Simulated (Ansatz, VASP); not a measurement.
# Be3Se2 in VASP and in Ansatz

INCAR

```
SYSTEM = Be3Se2
  ALGO = Normal
  EDIFF = 1E-6
  EDIFFG = -0.01
  ENCUT = 600
  GGA = PE
  IBRION = 2
  ISIF = 3
  ISMEAR = 0
  LASPH = .True.
  LCHARG = .False.
  LREAL = .False.
  LWAVE = .False.
  NELM = 80
  NSW = 100
  PREC = Accurate
  SIGMA = 0.1
```

Contents of KPOINTS:

```
k-points
0
Gamma
  6 6 10
  0 0 0
```

POSCAR

```
Be3Se2
1.0
    7.1952090332      0.0000000000      0.0000000000
   -3.5976045166      6.2312338083      0.0000000000
    0.0000000000      0.0000000000      3.5807934540
Be Se
3 2
Direct
    0.5000000000      0.0000000000      0.0000000000
    0.0000000000      0.5000000000      0.0000000000
    0.5000000000      0.5000000000      0.0000000000
    0.3333333333      0.6666666667      0.0000000000
    0.6666666667      0.3333333333      0.0000000000
```

Input for Ansatz:

```yaml
crystal:
  lattice:
    - [7.1952090332, 0.0, 0.0]
    - [-3.5976045166, 6.2312338083, 0.0]
    - [0.0, 0.0, 3.580793454]
  atoms:
    - { symbol: Be, position: [0.5, 0.0, 0.0] }
    - { symbol: Be, position: [0.0, 0.5, 0.0] }
    - { symbol: Be, position: [0.5, 0.5, 0.0] }
    - { symbol: Se, position: [0.3333333333, 0.6666666667, 0.0] }
    - { symbol: Se, position: [0.6666666667, 0.3333333333, 0.0] }
basis:
  ecutwfc: 420
kpoints:
  mp_grid: { grid: [6, 6, 10] }
hamiltonian:
  xc: pbe
scf:
  occupations: { method: gaussian, width: 0.1 }
output:
  forces: true
  stress: true
  eigenvalues: true
  write_density: true
  write_potential: true
  elf: true
  volumetric_format: npy
relax:
  adjacent_minimum: "off"
  f_tol: 0.01
  max_steps: 80
  cell: { stress_tol: 0.05 }
```

Alike in both runs: task relaxation of cell and atoms; functional PBE; k mesh 6 × 6 × 10; occupations gaussian, width 0.1 eV; no spin polarisation.

|  | VASP | Ansatz |
| --- | --- | --- |
| version | VASP 6.6.1 | Ansatz 0.2.0 |
| potentials or method | VASP PAW PBE potentials, release 64 (Be, Se) | scalar-relativistic, plane waves, PAW |
| plane-wave cutoff (eV) | 600 | 420 |
| valence electrons in the cell | 18 | 38 |

Ansatz gave:

```
gap on the k mesh at the Fermi level, each at its own relaxed structure (eV) : none
relaxed volume (Å³/atom)                                                     : 31.92
relaxed cell length with the largest relative difference (Å)                 : 7.193
```

Q: Which values does VASP return?

A: gap on the k mesh at the Fermi level, each at its own relaxed structure (eV): none; relaxed volume (Å³/atom): 31.95; relaxed cell length with the largest relative difference (Å): 7.197.

A gap of «none» marks a metal or a gap that the smearing closes. The two sets of potentials don't hold the same shells in valence.

Caveats: this functional lacks dispersion, which binds the layers, so the pressure and a relaxed spacing across them are unreliable.
